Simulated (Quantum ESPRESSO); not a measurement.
# NiO (Fm-3m) in Quantum ESPRESSO: notebook, part 2 of 2

Quantum ESPRESSO 7.5.

### 3 Band structure, r2SCAN, collinear spin, ferromagnetic start

Input file pw.in:

```
&CONTROL
  calculation = 'scf'
  prefix = 'pwscf'
  outdir = './tmp'
  pseudo_dir = './pseudo'
  tprnfor = .true.
  disk_io = 'low'
/
&SYSTEM
  ibrav = 0
  nat = 2
  ntyp = 2
  ecutwfc = 88
  nbnd = 22
  input_dft = 'r2scan'
  occupations = 'smearing'
  smearing = 'fd'
  degauss = 0.00367493
  nspin = 2
  starting_magnetization(1) = 0.0556
  starting_magnetization(2) = 0
  nosym = .true.
/
&ELECTRONS
  conv_thr = 1d-08
  electron_maxstep = 120
  mixing_beta = 0.3
/
ATOMIC_SPECIES
Ni    58.6934 Ni_ONCV_PBE-1.2.upf
O     15.9990 O_ONCV_PBE-1.2.upf
CELL_PARAMETERS angstrom
   0.0000000000    2.0859016414    2.0859016414
   2.0859016414    0.0000000000    2.0859016414
   2.0859016414    2.0859016414    0.0000000000
ATOMIC_POSITIONS crystal
Ni     0.0000000000    0.0000000000    0.0000000000
O      0.5000000000    0.5000000000    0.5000000000
K_POINTS automatic
8 8 8 0 0 0
```

Input file bands.in:

```
&CONTROL
  calculation = 'bands'
  prefix = 'pwscf'
  outdir = './tmp'
  pseudo_dir = './pseudo'
  disk_io = 'low'
  verbosity = 'high'
/
&SYSTEM
  ibrav = 0
  nat = 2
  ntyp = 2
  ecutwfc = 88
  nbnd = 22
  input_dft = 'r2scan'
  occupations = 'smearing'
  smearing = 'fd'
  degauss = 0.00367493
  nspin = 2
  starting_magnetization(1) = 0.0556
  starting_magnetization(2) = 0
  nosym = .true.
/
&ELECTRONS
  conv_thr = 1d-08
  electron_maxstep = 120
  mixing_beta = 0.3
  diago_full_acc = .true.
  startingwfc = 'random'
/
ATOMIC_SPECIES
Ni    58.6934 Ni_ONCV_PBE-1.2.upf
O     15.9990 O_ONCV_PBE-1.2.upf
CELL_PARAMETERS angstrom
   0.0000000000    2.0859016414    2.0859016414
   2.0859016414    0.0000000000    2.0859016414
   2.0859016414    2.0859016414    0.0000000000
ATOMIC_POSITIONS crystal
Ni     0.0000000000    0.0000000000    0.0000000000
O      0.5000000000    0.5000000000    0.5000000000
K_POINTS crystal
60
 0.0000000000  0.0000000000  0.0000000000 1
 0.0625000000  0.0000000000  0.0625000000 1
 0.1250000000  0.0000000000  0.1250000000 1
 0.1875000000  0.0000000000  0.1875000000 1
 0.2500000000  0.0000000000  0.2500000000 1
 0.3125000000  0.0000000000  0.3125000000 1
 0.3750000000  0.0000000000  0.3750000000 1
 0.4375000000  0.0000000000  0.4375000000 1
 0.5000000000  0.0000000000  0.5000000000 1
 0.5000000000  0.0625000000  0.5625000000 1
 0.5000000000  0.1250000000  0.6250000000 1
 0.5000000000  0.1875000000  0.6875000000 1
 0.5000000000  0.2500000000  0.7500000000 1
 0.4375000000  0.3125000000  0.7500000000 1
 0.3750000000  0.3750000000  0.7500000000 1
 0.3375000000  0.3375000000  0.6750000000 1
 0.3000000000  0.3000000000  0.6000000000 1
 0.2625000000  0.2625000000  0.5250000000 1
 0.2250000000  0.2250000000  0.4500000000 1
 0.1875000000  0.1875000000  0.3750000000 1
 0.1500000000  0.1500000000  0.3000000000 1
 0.1125000000  0.1125000000  0.2250000000 1
 0.0750000000  0.0750000000  0.1500000000 1
 0.0375000000  0.0375000000  0.0750000000 1
 0.0000000000  0.0000000000  0.0000000000 1
 0.0625000000  0.0625000000  0.0625000000 1
 0.1250000000  0.1250000000  0.1250000000 1
 0.1875000000  0.1875000000  0.1875000000 1
 0.2500000000  0.2500000000  0.2500000000 1
 0.3125000000  0.3125000000  0.3125000000 1
 0.3750000000  0.3750000000  0.3750000000 1
 0.4375000000  0.4375000000  0.4375000000 1
 0.5000000000  0.5000000000  0.5000000000 1
 0.5250000000  0.4500000000  0.5250000000 1
 0.5500000000  0.4000000000  0.5500000000 1
 0.5750000000  0.3500000000  0.5750000000 1
 0.6000000000  0.3000000000  0.6000000000 1
 0.6250000000  0.2500000000  0.6250000000 1
 0.5833333333  0.2500000000  0.6666666667 1
 0.5416666667  0.2500000000  0.7083333333 1
 0.5000000000  0.2500000000  0.7500000000 1
 0.5000000000  0.2857142857  0.7142857143 1
 0.5000000000  0.3214285714  0.6785714286 1
 0.5000000000  0.3571428571  0.6428571429 1
 0.5000000000  0.3928571429  0.6071428571 1
 0.5000000000  0.4285714286  0.5714285714 1
 0.5000000000  0.4642857143  0.5357142857 1
 0.5000000000  0.5000000000  0.5000000000 1
 0.4821428571  0.4821428571  0.5357142857 1
 0.4642857143  0.4642857143  0.5714285714 1
 0.4464285714  0.4464285714  0.6071428571 1
 0.4285714286  0.4285714286  0.6428571429 1
 0.4107142857  0.4107142857  0.6785714286 1
 0.3928571429  0.3928571429  0.7142857143 1
 0.3750000000  0.3750000000  0.7500000000 1
 0.6250000000  0.2500000000  0.6250000000 1
 0.5937500000  0.1875000000  0.5937500000 1
 0.5625000000  0.1250000000  0.5625000000 1
 0.5312500000  0.0625000000  0.5312500000 1
 0.5000000000  0.0000000000  0.5000000000 1
```

Potentials or basis: SG15 PBE 1.2.

On the command line:

```sh
> OMP_NUM_THREADS=1 mpirun -n 2 pw.x -nk 2 -in pw.in > pw.out
> OMP_NUM_THREADS=1 mpirun -n 2 pw.x -nk 2 -in bands.in > bands.out
```

pw.out:

```text
This program is part of the open-source Quantum ESPRESSO suite
     for quantum simulation of materials; please cite
         "P. Giannozzi et al., J. Phys.:Condens. Matter 21 395502 (2009);
         "P. Giannozzi et al., J. Phys.:Condens. Matter 29 465901 (2017);
         "P. Giannozzi et al., J. Chem. Phys. 152 154105 (2020);
     in publications or presentations arising from this work. More details at

     IMPORTANT: XC functional enforced from input :
     Exchange-correlation= R2SCAN
                           (   0   0   0   0   0 497 498)
     Any further DFT definition will be discarded
     Please, verify this is what you really want

     K-points division:     npool     =       2
     Subspace diagonalization in iterative solution of the eigenvalue problem:
     a serial algorithm will be used

     G-vector sticks info
     --------------------
     sticks:   dense  smooth     PW     G-vecs:    dense   smooth      PW
     Sum         745     745    241                13635    13635    2421

     Using Slab Decomposition

     bravais-lattice index     =            0
     lattice parameter (alat)  =       5.5745  a.u.
     unit-cell volume          =     122.4921 (a.u.)^3
     number of atoms/cell      =            2
     number of atomic types    =            2
     number of electrons       =        24.00
     number of Kohn-Sham states=           22
     kinetic-energy cutoff     =      88.0000  Ry
     charge density cutoff     =     352.0000  Ry
     scf convergence threshold =      1.0E-08
     mixing beta               =       0.3000
     number of iterations used =            8  plain     mixing
     Exchange-correlation= R2SCAN
                           (   0   0   0   0   0 497 498)

     celldm(1)=   5.574523  celldm(2)=   0.000000  celldm(3)=   0.000000
     celldm(4)=   0.000000  celldm(5)=   0.000000  celldm(6)=   0.000000

     crystal axes: (cart. coord. in units of alat)
               a(1) = (   0.000000   0.707107   0.707107 )
               a(2) = (   0.707107   0.000000   0.707107 )
               a(3) = (   0.707107   0.707107   0.000000 )

     reciprocal axes: (cart. coord. in units 2 pi/alat)
               b(1) = ( -0.707107  0.707107  0.707107 )
               b(2) = (  0.707107 -0.707107  0.707107 )
               b(3) = (  0.707107  0.707107 -0.707107 )

     PseudoPot. # 1 for Ni read from file:
     Ni_ONCV_PBE-1.2.upf
     Pseudo is Norm-conserving, Zval = 18.0
     Generated using ONCVPSP code by D. R. Hamann
     Using radial grid of  602 points,  6 beta functions with:
                l(1) =   0
                l(2) =   0
                l(3) =   1
                l(4) =   1
                l(5) =   2
                l(6) =   2

     PseudoPot. # 2 for O  read from file:
     O_ONCV_PBE-1.2.upf
     Pseudo is Norm-conserving, Zval =  6.0
     Generated using ONCVPSP code by D. R. Hamann
     Using radial grid of  602 points,  4 beta functions with:
                l(1) =   0
                l(2) =   0
                l(3) =   1
                l(4) =   1

     atomic species   valence    mass     pseudopotential
     Ni               18.00    58.69340     Ni( 1.00)
     O                 6.00    15.99900     O ( 1.00)

     Starting magnetic structure
     atomic species   magnetization
     Ni              0.056
     O               0.000

     No symmetry found

   Cartesian axes

     site n.     atom                  positions (alat units)
         1        Ni     tau(   1) = (   0.0000000   0.0000000   0.0000000  )
         2        O      tau(   2) = (   0.7071068   0.7071068   0.7071068  )

     number of k points=   260  Fermi-Dirac smearing, width (Ry)=  0.0037

     Number of k-points >= 100: set verbosity='high' to print them.

     Dense  grid:    13635 G-vectors     FFT dimensions: (  36,  36,  36)

     WARNING: libxc functional with ID  497 depends
      on external parameters: check the user_guide of
      QE if you need to modify them or to check their
      default values.

     WARNING: libxc functional with ID  498 depends
      on external parameters: check the user_guide of
      QE if you need to modify them or to check their
      default values.
     Generating pointlists ...
     new r_m :   0.2917 (alat units)  1.6260 (a.u.) for type    1
     new r_m :   0.2917 (alat units)  1.6260 (a.u.) for type    2

     Initial potential from superposition of free atoms

     starting charge      23.9676, renormalised to      24.0000
     Starting wfcs are random

     Self-consistent Calculation

     iteration #  1     ecut=    88.00 Ry     beta= 0.30
     Davidson diagonalization with overlap
     ethr =  1.00E-02,  avg # of iterations =  8.8

     total energy              =    -340.15151612 Ry
     estimated scf accuracy    <      23.52830734 Ry

     total magnetization       =     0.81 Bohr mag/cell
     absolute magnetization    =     0.81 Bohr mag/cell

     iteration #  2     ecut=    88.00 Ry     beta= 0.30
     Davidson diagonalization with overlap
     ethr =  1.00E-02,  avg # of iterations =  1.0

     total energy              =    -340.20043250 Ry
     estimated scf accuracy    <      11.14876197 Ry

     total magnetization       =     0.83 Bohr mag/cell
     absolute magnetization    =     0.83 Bohr mag/cell
[... 191 lines left out ...]
     iteration # 22     ecut=    88.00 Ry     beta= 0.30
     Davidson diagonalization with overlap
     ethr =  1.48E-08,  avg # of iterations =  1.0

     total energy              =    -340.19900487 Ry
     estimated scf accuracy    <       0.00000001 Ry

     total magnetization       =    -0.00 Bohr mag/cell
     absolute magnetization    =     0.00 Bohr mag/cell

     iteration # 23     ecut=    88.00 Ry     beta= 0.30
     Davidson diagonalization with overlap
     ethr =  4.42E-11,  avg # of iterations =  1.0

     Magnetic moment per site  (integrated on atomic sphere of radius R)
     atom   1 (R=0.292)  charge= 15.7601  magn= -0.0000
     atom   2 (R=0.292)  charge=  5.6564  magn=  0.0000

     End of self-consistent calculation

     Number of k-points >= 100: set verbosity='high' to print the bands.

     the Fermi energy is    15.2539 ev

!    total energy              =    -340.19900487 Ry
     estimated scf accuracy    <          1.3E-09 Ry
     smearing contrib. (-TS)   =      -0.00177710 Ry
     internal energy E=F+TS    =    -340.19722777 Ry

     The total energy is F=E-TS. E is the sum of the following terms:
     one-electron contribution =    -154.42124024 Ry
     hartree contribution      =      90.79610647 Ry
     xc contribution           =     -37.34878649 Ry
     ewald contribution        =    -239.22330751 Ry

     total magnetization       =     0.00 Bohr mag/cell
     absolute magnetization    =     0.00 Bohr mag/cell

     convergence has been achieved in  23 iterations

     Forces acting on atoms (cartesian axes, Ry/au):

     atom    1 type  1   force =     0.00000001    0.00000000   -0.00000000
     atom    2 type  2   force =    -0.00000001   -0.00000000    0.00000000

     Total force =     0.000000     Total SCF correction =     0.000000
     SCF correction compared to forces is large: reduce conv_thr to get better values

=------------------------------------------------------------------------------=
   JOB DONE.
=------------------------------------------------------------------------------=
```

bands.out:

```text
This program is part of the open-source Quantum ESPRESSO suite
     for quantum simulation of materials; please cite
         "P. Giannozzi et al., J. Phys.:Condens. Matter 21 395502 (2009);
         "P. Giannozzi et al., J. Phys.:Condens. Matter 29 465901 (2017);
         "P. Giannozzi et al., J. Chem. Phys. 152 154105 (2020);
[... 1095 lines left out ...]
   -91.3656 -50.5924 -50.5756 -50.5756  -5.1626   8.1659  10.6999  10.6999
    12.2676  14.0085  14.2156  14.2156  14.5159  22.4750  26.8533  28.4517
    33.3118  33.3118  45.1637  48.8347  49.1030  49.1030

=------------------------------------------------------------------------------=
   JOB DONE.
=------------------------------------------------------------------------------=
```

Wall time 19 min (2 MPI ranks of Arm Neoverse V2, shared host); peak memory 0.46 GiB.

Results:

```yaml
Free_energy: -4628.6433 eV
Band_gap_on_the_k_mesh: none (metal or under the smearing width)
Net_moment: 0.00 μB per cell
Absolute_moment: 0.00 μB per cell
Valence_electrons_inside_the_program's_atomic_spheres: Ni 15.76; O 5.66
```

Levels at the corners of the path, in eV from the Fermi level:
Spin up:
```
point  band 10  band 11  band 12  band 13  band 14  band 15
    Γ    -2.08    -2.08    -1.62    -1.62     2.19    18.91
    X    -1.25    -1.04    -1.04    -0.74     7.22    11.60
    W    -1.39    -1.04    -0.86     0.03     9.59    11.69
    K    -1.17    -0.97    -0.55     0.00     8.88    11.31
    Γ    -2.08    -2.08    -1.62    -1.62     2.19    18.91
    L    -1.28    -0.88     1.26     1.26     6.43    11.03
    U    -1.17    -0.97    -0.55     0.00     8.88    11.31
    W    -1.39    -1.04    -0.86     0.03     9.59    11.69
    L    -1.28    -0.88     1.26     1.26     6.43    11.03
    K    -1.17    -0.97    -0.55     0.00     8.88    11.31
    U    -1.17    -0.97    -0.55     0.00     8.88    11.31
    X    -1.25    -1.04    -1.04    -0.74     7.22    11.60
```
Spin down:
```csv
point,band 9,band 10,band 11,band 12,band 13,band 14,band 15,band 16
Γ,-2.08,-2.08,-2.08,-1.62,-1.62,2.19,18.91,20.04
X,-2.99,-1.25,-1.04,-1.04,-0.74,7.22,11.60,13.20
W,-1.39,-1.39,-1.04,-0.86,0.03,9.59,11.69,11.69
K,-1.95,-1.17,-0.97,-0.55,0.00,8.88,11.31,11.53
Γ,-2.08,-2.08,-2.08,-1.62,-1.62,2.19,18.91,20.04
L,-1.28,-1.28,-0.88,1.26,1.26,6.43,11.03,15.28
U,-1.95,-1.17,-0.97,-0.55,0.00,8.88,11.31,11.53
W,-1.39,-1.39,-1.04,-0.86,0.03,9.59,11.69,11.69
L,-1.28,-1.28,-0.88,1.26,1.26,6.43,11.03,15.28
K,-1.95,-1.17,-0.97,-0.55,0.00,8.88,11.31,11.53
U,-1.95,-1.17,-0.97,-0.55,0.00,8.88,11.31,11.53
X,-2.99,-1.25,-1.04,-1.04,-0.74,7.22,11.60,13.20
```

Caveat: the k mesh is coarse; the potentials were made for another functional, which shifts forces and pressure; semilocal functionals often make such compounds metallic where correlation or magnetic order opens a gap, which also shifts bond lengths.

### 4 For comparison

An earlier run on the cell as given: functional PBEsol; potentials or basis GBRV 1.5 PBEsol; cutoff 612 eV; density cutoff 4898 eV; k mesh 11 × 11 × 11; occupations fermi-dirac, width 0.05 eV; collinear spin, ferromagnetic start; starting moments [1.0, 0.0] μB.

- Pressure: -11.5 GPa
- Band gap on the k mesh: none (metal or under the smearing width)
- Net moment: 0.39 μB per cell
- Absolute moment: 0.39 μB per cell
- Site moments: Ni +0.33; O +0.05 μB
- Valence electrons inside the program's atomic spheres: Ni 15.71; O 5.60

### 5 The runs side by side

| task | level | potentials or basis | k mesh | cutoff (eV) | form of the LDA correlation | SCF threshold | symmetry | gap on the mesh (eV) | pressure (GPa) | moment (μB) |
| --- | --- | --- | --- | --- | --- | --- | --- | --- | --- | --- |
| band structure | LDA | GBRV 1.5 LDA | 11 × 11 × 11 | 612 | PZ81 | 4e-10 Ry | - | none | -19.3 | 0.27 |
| band structure | r2SCAN | SG15 PBE 1.2 | 8 × 8 × 8 | 1197 | - | 1e-08 Ry | off | none | - | 0.00 |
| single point | PBEsol | GBRV 1.5 PBEsol | 11 × 11 × 11 | 612 | - | 4e-10 Ry | - | none | -11.5 | 0.39 |

Alike in all rows: spin collinear, ferromagnetic start; cell as given; smearing fermi-dirac 0.05 eV.

Caveats: semilocal functionals often make such compounds metallic where correlation or magnetic order opens a gap, which also shifts bond lengths; so large a pressure means that the cell lies far from this level's equilibrium, or that cutoff or potentials fall short (some runs); the potentials were made for another functional, which shifts forces and pressure (some runs).

Total energies depend on the potentials used, so only differences within one code and one set of settings carry meaning.

### 6 Comparison with measurements

Step 2. The gap isn't set beside the deposited one, since this odd mesh misses points on the zone boundary.

Step 3. A measured gap of NiO is 4.3 eV (quoted in “Local correlations, non-local screening, multiplets, and band formation in NiO”, 2012, arxiv:1210.6675); the calculated 0.00 eV misses it by -4.30 eV. So large a miss can be the level of theory's own, or it may mean another phase, state or a wrong row. The value is that of r2SCAN on a finite k mesh, which can miss the band edges, without temperature or zero-point motion.
